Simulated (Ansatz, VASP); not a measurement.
## Two plane-wave programs on TiO2

INCAR

```
SYSTEM = TiO2
ALGO = Normal ; EDIFF = 1E-7
ENCUT = 520 ; GGA = PE
ISIF = 2 ; ISMEAR = 0
LASPH = .True. ; LCHARG = .False.
LREAL = .False. ; LWAVE = .False.
NBANDS = 33 ; NELM = 80
PREC = Accurate ; SIGMA = 0.05
```

The input KPOINTS:

```
k-points
0
Gamma
  6 6 10
  0 0 0
```

File POSCAR:

```
TiO2
1.0
    4.5351000000      0.0000000000      0.0000000000
    0.0000000000      4.5351000000      0.0000000000
    0.0000000000      0.0000000000      3.0429000000
Ti O
2 4
Direct
    0.0000000000      0.0000000000      0.0000000000
    0.5000000000      0.5000000000      0.5000000000
    0.3050970583      0.3050970583      0.0000000000
    0.1949029417      0.8050970583      0.5000000000
    0.6949029417      0.6949029417      0.0000000000
    0.8050970583      0.1949029417      0.5000000000
```

Input for Ansatz:

```yaml
crystal:
  lattice:
    - [4.5351, 0.0, 0.0]
    - [0.0, 4.5351, 0.0]
    - [0.0, 0.0, 3.0429]
  atoms:
    - { symbol: Ti, position: [0.0, 0.0, 0.0] }
    - { symbol: Ti, position: [0.5, 0.5, 0.5] }
    - { symbol: O, position: [0.3050970583, 0.3050970583, 0.0] }
    - { symbol: O, position: [0.1949029417, 0.8050970583, 0.5] }
    - { symbol: O, position: [0.6949029417, 0.6949029417, 0.0] }
    - { symbol: O, position: [0.8050970583, 0.1949029417, 0.5] }
basis:
  ecutwfc: 520.0
kpoints:
  mp_grid: { grid: [6, 6, 10] }
hamiltonian:
  xc: pbe
  pseudopotentials: { kind: paw, azcp: { folder: soft_1 } }
scf:
  occupations: { method: gaussian, width: 0.05 }
output:
  forces: true
  stress: true
  eigenvalues: true
```

Alike in both runs: task single point; functional PBE; k mesh 6 × 6 × 10; occupations gaussian, width 0.05 eV; no spin polarisation.

|  | VASP | Ansatz |
| --- | --- | --- |
| version | VASP 6.6.1 | Ansatz 0.2.0 |
| potentials or method | VASP PAW PBE potentials, release 64 (Ti_sv, O) | scalar-relativistic, plane waves, PAW |
| plane-wave cutoff (eV) | 520 | 520 |
| valence electrons in the cell | 48 | 48 |

```csv
,VASP,Ansatz,Ansatz less VASP
gap on the k mesh at the Fermi level (eV),1.81,1.84,+0.033
least direct gap on the mesh (eV),1.81,1.84,+0.033
pressure (GPa),3.7,3.1,-0.65
largest component of the traceless stress (GPa),7.33,7.51,+0.173
rms of the force components (eV/Å),0.041,0.036,-0.0054
```

Atom by atom the forces differ by 0.005 eV/Å (rms over components).

A k mesh can miss the band edges. A hybrid or GW would open this gap; PBE tends to underestimate it.
